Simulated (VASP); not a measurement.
Write the native input for VASP 6.6.1 that does the following.

```yaml
Task: relaxation of cell and atoms
Functional: PBEsol
Potentials_or_basis: VASP PAW PBE potentials, release 64 (Cu)
Cutoff: 600 eV
k_mesh: 27 × 27 × 22
Occupations: gaussian, width 0.1 eV
Spin: no spin polarisation
Dipole_correction: no
Further_INCAR_settings: ALGO = Fast; EDIFF = 1e-06; IBRION = 2; EDIFFG = -0.01; NSW = 100; ISIF = 3
```

The structure of Cu lies in POSCAR:

```
Cu
1.0
    2.4413453846      0.0000000000      0.0000000000
   -1.2206726923      2.1142671224      0.0000000000
    0.0000000000      0.0000000000      2.3800302055
Cu
1
Direct
    0.0000000000      0.0000000000      0.0000000000
```

The cell was built by a generator and needn't be a form met in nature.

One way to write it, as run:

INCAR

```
  ALGO = Fast
  EDIFF = 1E-6
  EDIFFG = -0.01
  ENCUT = 600
  GGA = PS
  IBRION = 2
  ISIF = 3
  ISMEAR = 0
  LASPH = T
  LCHARG = F
  LREAL = F
  LWAVE = F
  NELM = 100
  NSW = 100
  PREC = Accurate
  SIGMA = 0.1
```

KPOINTS

```
k-points
0
Gamma
  27 27 22
```

Potentials or basis: VASP PAW PBE potentials, release 64 (Cu).

The run is started by

```console
$ cat potpaw_PBE.64/Cu/POTCAR > POTCAR
$ mpirun -np 1 vasp_std > vasp.out
```

Results of the run:

| Item | Value |
| --- | --- |
| Relaxed volume | 12.37 Å³/atom |
| Relaxed cell | a = 2.448 Å, b = 2.448 Å, c = 2.383 Å, α = 90.00°, β = 90.00°, γ = 120.00° |
| Space group after relaxing (to 0.05 Å) | P6/mmm (No. 191) |
| Energy gained by relaxing | 0.1 meV/atom |
| Ionic steps | 6 |
| Pressure after relaxing | -0.1 GPa |
| Band gap on the k mesh | none (metal or under the smearing width) |

Caveat: the PAW data sets were made with another functional, which shifts forces and pressure a little.

Wall time 2.1 min on 1 thread of Intel(R) Xeon(R) 6975P-C (Granite Rapids) (shared host), peak memory 0.25 GiB.
